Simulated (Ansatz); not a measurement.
Program: Ansatz. Geometries: PBE0-D4/def2-TZVP. ΔE: electronic, gas phase. CCSD(T)/CBS is the MP2 limit (def2-TZVPP, def2-QZVPP) plus CCSD(T) − MP2 in def2-TZVPP, frozen cores. DFT in def2-TZVPP. B3LYP here is the variant with VWN-RPA as its local correlation; programs differ in this. One conformer a species, not always the lowest.

`CN1[SiH2]C1O` + phenol → anisole + `OC1N[SiH2]1`  (substitution at a C–N bond)

| level | ΔE (kJ/mol) | difference from CCSD(T)/CBS |
| --- | --- | --- |
| PBE-D4 | 31.5 | 5.6 |
| r2SCAN-D4 | 27.7 | 1.8 |
| PBE0-D4 | 30.2 | 4.3 |
| B3LYP-D4 | 26.7 | 0.8 |
| ωB97M-V | 24.7 | -1.2 |
| B2PLYP | 26.1 | 0.2 |
| PBE | 31.5 | 5.6 |
| r2SCAN | 27.9 | 2.0 |
| B3LYP | 26.6 | 0.7 |
| SCS-MP2/def2-TZVPP | 25.7 | -0.2 |
| CCSD/def2-TZVPP | 24.5 | -1.4 |
| CCSD(T)/def2-TZVPP | 24.8 | -1.1 |
| HF/def2-QZVPP | 21.8 | -4.1 |
| SCS-MP2/def2-QZVPP | 26.4 | 0.5 |
| HF/CBS(def2) | 21.8 | -4.1 |
| MP2/CBS(def2) | 29.2 | 3.3 |
| CCSD(T)/CBS | 25.9 | 0 |

Largest T1 diagnostic among the species: 0.013.

In def2-TZVPP, CCSD(T) changes the Hartree–Fock value by +3.0 kJ/mol (the triples alone add +0.3 kJ/mol) and MP2 by +6.3 kJ/mol.

CCSD(T)/CBS has its own doubt, a few kJ/mol and more with outer-core shells, so smaller differences from it don't rank the levels.
